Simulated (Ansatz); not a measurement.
Start from LaAlO3 (space group R-3c, No. 167).

```yaml
crystal:
  lattice:
    - [2.68404, 1.54963, 4.36995]
    - [-2.68404, 1.54963, 4.36995]
    - [0.00000, -3.09926, 4.36995]
  atoms:
    - { symbol: La, position: [0.25000, 0.25000, 0.25000] }
    - { symbol: La, position: [0.75000, 0.75000, 0.75000] }
    - { symbol: Al, position: [0.00000, 0.00000, 0.00000] }
    - { symbol: Al, position: [0.50000, 0.50000, 0.50000] }
    - { symbol: O, position: [0.77963, 0.72037, 0.25000] }
    - { symbol: O, position: [0.25000, 0.77963, 0.72037] }
    - { symbol: O, position: [0.72037, 0.25000, 0.77963] }
    - { symbol: O, position: [0.22037, 0.27963, 0.75000] }
    - { symbol: O, position: [0.75000, 0.22037, 0.27963] }
    - { symbol: O, position: [0.27963, 0.75000, 0.22037] }
```

Calculations: Kohn–Sham DFT with the r2SCAN functional, run in Ansatz (a program for electronic structure) with PAW and 500 eV plane waves, spin-orbit coupling left out.

Before the change:

The gap character comes out as indirect, F → Γ and the volume per atom comes out as 10.91 Å³. The band gap comes out as 4.39 eV.

It is then changed as follows: a hydrostatic pressure of 30 GPa.

**Question.** What happens to the gap character?

**Answer.** The gap character goes from indirect, F → Γ to direct at Γ.

**Question.** What happens to the volume per atom?

**Answer.** The volume per atom decreases by 1.194 Å³ to 9.71 Å³.

**Question.** How does this affect the band gap?

**Answer.** The band gap shrinks by 0.16 eV, from 4.39 eV to 4.23 eV.

Load acts through the strain it causes; cell and atoms are relaxed under it. Whether these cells are dynamically stable was not tested. No other phases were tried under pressure. Along this pressure series the structure jumps between pressure 18 GPa and pressure 30 GPa; cells beyond that are another form of it.
